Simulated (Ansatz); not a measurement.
**RbBr: how the settings move a single-point run**

Question: which choices in the input matter for RbBr?

Computed with Ansatz 0.2.0 (reference: DFT, PBE, plane-wave PAW, default files, scalar-relativistic, unless a step's input says otherwise).

1 further run of the same task is left out (it didn't finish).

### Step 1. The starting structure

Symmetry: Fm-3m, No. 225, cubic system. Conventional cell: a = 6.912 Å, b = 6.912 Å, c = 6.912 Å, α = 90.00°, β = 90.00°, γ = 90.00°. Rb (site symmetry m-3m) has 6 Br at 3.46 Å as nearest neighbours. Br (site symmetry m-3m) is surrounded by 6 Rb at 3.46 Å.

Coordinates:

```cif
data_structure
_symmetry_space_group_name_H-M 'Fm-3m'
_symmetry_Int_Tables_number 225
_cell_length_a 6.9119
_cell_length_b 6.9119
_cell_length_c 6.9119
_cell_angle_alpha 90.000
_cell_angle_beta 90.000
_cell_angle_gamma 90.000
_cell_volume 330.21
loop_
_atom_site_label
_atom_site_type_symbol
_atom_site_symmetry_multiplicity
_atom_site_Wyckoff_symbol
_atom_site_fract_x
_atom_site_fract_y
_atom_site_fract_z
_atom_site_occupancy
Rb1 Rb 4 a 0.00000 0.00000 0.00000 1
Br1 Br 4 b 0.50000 0.00000 0.00000 1
```

### Step 2. Reference

The input, input.yaml:

```yaml
crystal:
  lattice:
    - [0.0, 3.4559503595, 3.4559503595]
    - [3.4559503595, 0.0, 3.4559503595]
    - [3.4559503595, 3.4559503595, 0.0]
  atoms:
    - { symbol: Rb, position: [0.0, 0.0, 0.0] }
    - { symbol: Br, position: [0.5, 0.5, 0.5] }
kpoints:
  mp_grid: { grid: [7, 7, 7] }
scf:
  occupations: { method: fermi_dirac, width: 0.02 }
hamiltonian:
  xc: pbe
  pseudopotentials: { kind: paw }
output:
  forces: true
  stress: true
  populations: true
  efg:
    quadrupole_moments_barn: { Rb: 0.1335, Br: 0.2579 }
    contact_densities: true
```

On the command line:

```console
ansatz run input.yaml --threads 1 --pin off --max-ram 3072MiB --backend cpu --events-out ev --progress --plain --runs-dir out
```

### Step 3. Variant: symmetry.detect false, xc pbesol

input.yaml, as its differences from that of step 2:

```diff
@@ -8,2 +8,3 @@
     - { symbol: Br, position: [0.5, 0.5, 0.5] }
+  symmetry: { detect: false }
 kpoints:
@@ -13,3 +14,3 @@
 hamiltonian:
-  xc: pbe
+  xc: pbesol
   pseudopotentials: { kind: paw }
```

Before running it: what results should come out? Wanted: for each run, ending; energy change; pressure; gap; force.

The runs gave:

| run | ending | energy change | pressure (GPa) | gap (eV) | force (eV/Å) | cycles | time |
| --- | --- | --- | --- | --- | --- | --- | --- |
| reference | converged | - | 0.6 | 4.30 | 0.00 | 6 | 3.1 s |
| 1: symmetry.detect false, xc pbesol | converged | not comparable | -0.4 | 4.16 | 0.00 | 6 | 23 s |

Residual by cycle in the longest SCF loop of each run; runs are numbered as in the table. The quantity is the density residual dr2, in eV.

```csv
cycle,reference,run 1
1,7.3e-5,0.00238
2,5.7e-6,1.7e-4
3,4.6e-7,2.7e-5
4,2.2e-7,7.1e-8
5,1.4e-8,5.1e-9
6,9.5e-11,9.5e-11
```

**Reading.** Total energies don't compare across a change of functional; the pressure goes from 0.6 to -0.4 GPa and the gap on the mesh goes from 4.30 to 4.16 eV. At this fixed cell a lower pressure means that this functional prefers a smaller volume than the reference. Cost: 23 s against 3.1 s.

These are semilocal Kohn-Sham gaps, which aren't the measured quantity. Such gaps usually fall short of the measured ones.
